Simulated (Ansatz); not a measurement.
Run this with Ansatz 0.2.0 through its Python package and show what comes out.

`ecut_znse.py`:
```python
# -*- coding: utf-8 -*-
"""Convergence of ZnSe with the plane-wave cutoff."""

import warnings

import ansatz as az
from pymatgen.core import Lattice, Structure
from pymatgen.io.ase import AseAtomsAdaptor

XC = "r2scan"
FILLING = "fixed"
MESH = (6, 6, 4)

warnings.simplefilter("ignore", az.DeckWarning)

pmg_structure = Structure(
    Lattice([(4.107702, 0.0, 0.0), (0.0, 4.107702, 0.0), (0.0, 0.0, 6.07035)]),
    ["Zn", "Zn", "Se", "Se"],
    [
        (0.0, 0.0, 0.0),
        (0.5, 0.5, 0.0),
        (0.0, 0.5, 0.24628),
        (0.5, 0.0, 0.75372),
    ],
)
znse = az.Crystal.from_ase(AseAtomsAdaptor.get_atoms(pmg_structure))

calc = (
    znse.calculation()
    .functional(XC)
    .occupations(FILLING)
    .kpoints(mesh=MESH)
    .band_table()
)

rows = []
for value in [250, 300, 350, 400]:
    rep = calc.basis(value).run(threads=1, pin="off").report
    rows.append((value, rep["free_energy_ev"] / len(rep["lattice"]["sites"]), rep["n_iterations"], rep["gap_by_band_count_ev"], rep["n_pw"]))

print(" cutoff (eV)   F/atom (eV)    iterations  gap by band count (eV)   plane waves")
for row in rows:
    print(f"{str(row[0]):>12s}  {row[1]:12.5f}  {row[2]:12d}  {row[3]:22.3f}  {row[4]:12d}")

# the last row is the reference
for row in rows[:-1]:
    shift = 1000 * (row[1] - rows[-1][1])
    print(f"{row[0]}: {shift:+.2f} meV/atom" + ("  (within 2 meV)" if abs(shift) < 2 else ""))
```

Running `python ecut_znse.py` prints:
```text
 cutoff (eV)   F/atom (eV)    iterations  gap by band count (eV)   plane waves
         250   -4401.79408             8                   2.448           935
         300   -4402.48198             8                   2.431          1221
         350   -4402.54459             8                   2.422          1507
         400   -4402.54850             8                   2.423          1835
250: +754.42 meV/atom
300: +66.51 meV/atom
350: +3.91 meV/atom
```

Notes:
- Semilocal gaps usually lie well under measured ones.
- This cell is a computed structure, which may not be the phase found in nature.
- Gaps and levels are Kohn-Sham values on a finite set of k-points, without spin-orbit coupling.
- Shifts are counted from the last row, which is itself no proven limit.
- The script silences the warnings on its input, which a real study should read.
- Run time: 26 s on 1 thread of Arm Neoverse V2 (shared host), peak memory 0.59 GiB.
